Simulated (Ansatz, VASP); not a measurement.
## Si2Ni: VASP beside Ansatz

```
Si Ni
1.0
     3.58051    0.00000    0.00000
     0.00000    3.58051    0.00000
     0.00000    0.00000    6.49443
Si Ni
4 2
Cartesian
  3.5805 1.7903 1.6236
  3.5805 1.7903 4.8708
  1.7903 0.0000 1.6236
  1.7903 0.0000 4.8708
  0.0000 0.0000 0.0000
  0.0000 0.0000 3.2472
```

Alike in both runs: task single point; functional PBE; k mesh 6 × 6 × 4; occupations gaussian, width 0.2 eV; no spin polarisation.

```csv
,VASP,Ansatz
version,VASP 6.6.1,Ansatz 0.2.0
potentials or method,"VASP PAW PBE potentials, release 64 (Si, Ni)","scalar-relativistic, plane waves, PAW"
plane-wave cutoff (eV),520,420
valence electrons in the cell,36,52
```

Ansatz gave:

| Quantity | Value |
| --- | --- |
| gap on the k mesh at the Fermi level (eV) | none |
| pressure (GPa) | -0.2 |
| largest component of the traceless stress (GPa) | 0.55 |

Q: What did VASP give for the same quantities?

A: gap on the k mesh at the Fermi level (eV): none; pressure (GPa): -0.1; largest component of the traceless stress (GPa): 0.52.

A gap of «none» marks a metal or a gap that the smearing closes. With one functional, cell and mesh, what is left measures potentials, basis and numerics. The two sets of potentials don't hold the same shells in valence.

Spin polarisation is off, so any magnetic state and its effect on volume and gap are missing.
